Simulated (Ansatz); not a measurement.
Al2O3:

```
Al O
1.0
     4.61378    0.00000    0.00000
     0.00000    9.56328    0.00000
     0.00000    0.00000    3.11986
Al O
4 6
Direct
  0.98298 0.82457 0.00000
  0.01702 0.17543 0.00000
  0.48297 0.67543 0.50000
  0.51702 0.32457 0.50000
  0.50000 0.50000 0.50000
  0.12363 0.75305 0.50000
  0.37637 0.25305 0.00000
  0.62364 0.74695 0.00000
  0.00000 0.00000 0.00000
  0.87636 0.24695 0.50000
```

Measurements of this composition are mostly on another form, of space group No. 167.

Base run:

| Property | Result |
| --- | --- |
| Program | Ansatz 0.2.0 |
| Functional | BLYP |
| Potentials or basis | Ansatz PAW |
| Cutoff | 420 eV (not typed: the program's choice for these potentials) |
| k mesh | 5 × 3 × 7 |
| Occupations | fermi-dirac, width 0.05 eV |
| Spin | no spin polarisation |

Its results: band gap on the k mesh 3.64 eV, direct; pressure 1.5 GPa; largest force 0.206 eV/Å.

Q: The run is repeated on the same cell with these changes: functional from BLYP to PBEsol. What comes out?

A: Band gap on the k mesh 3.43 eV, direct; pressure -2.6 GPa; largest force 0.173 eV/Å.

PBEsol binds more tightly than BLYP, so the same cell stands under less pressure.

Caveats: the PAW data sets come from PBE, with cores solved anew for the run's functional, which leaves a small shift of forces and pressure.
